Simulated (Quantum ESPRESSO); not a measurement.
**ZrSe2 under changes of volume**

One of the cells (25.784 Å³/atom); the others are scaled copies at fixed shape and fractional positions:

```
Zr Se
1.0
     3.79800    0.00000    0.00000
    -1.89900    3.28916    0.00000
     0.00000    0.00000    6.19200
Zr Se
1 2
Direct
  0.00000 0.00000 0.00000
  0.66667 0.33333 0.75000
  0.33333 0.66667 0.25000
```

| Property | Result |
| --- | --- |
| Program | Quantum ESPRESSO 7.5 |
| Functional | PBEsol |
| Potentials or basis | PseudoDojo 0.4.1 SR PBEsol standard |
| Cutoff | 1170 eV |
| Density cutoff | 4680 eV |
| k mesh | 8 × 8 × 5 |
| Occupations | fermi-dirac, width 0.05 eV |
| Spin | no spin polarisation |

```csv
volume (Å³/atom),energy over the lowest point (meV/atom),pressure (GPa),gap on the mesh (eV),largest force (eV/Å)
24.237,14.61,4.2,0.28,0.806
24.753,4.27,2.2,0.31,0.548
25.268,0.00,0.4,0.33,0.307
25.784,1.21,-1.2,0.35,0.085
26.300,?,?,?,?
26.815,17.94,-3.9,0.40,0.316
27.331,32.55,-5.1,0.42,0.495
```

**Question.** What does the run at 26.300 Å³/atom give?

**Answer.** Energy over the lowest point 7.35 meV/atom; pressure -2.6 GPa; gap on the mesh 0.38 eV; largest force 0.123 eV/Å.

Worked out: A Birch-Murnaghan fit of order 3 (a polynomial in V^(-2/3)) to the other rows has its minimum at 25.41 Å³/atom with B0 = V·E''(V) = 81 GPa and B' = 4.1 at fixed shape and positions, which overstates the stiffness. It gives 7.36 meV/atom at 26.300 Å³/atom, against the run's 7.35, and -dE/dV = -2.6 GPa, against -2.6. A straight line through the other rows of the gap, of slope 1.15 eV per unit of ln V, gives 0.38 eV, against the run's 0.38.

Energies are extrapolated to zero smearing.

Caveats: an odd mesh through Γ misses points on the zone boundary, where band edges often lie; this functional lacks dispersion, which binds the layers, so the pressure and a relaxed spacing across them are unreliable. Spin-orbit coupling on Se, Zr is left out.
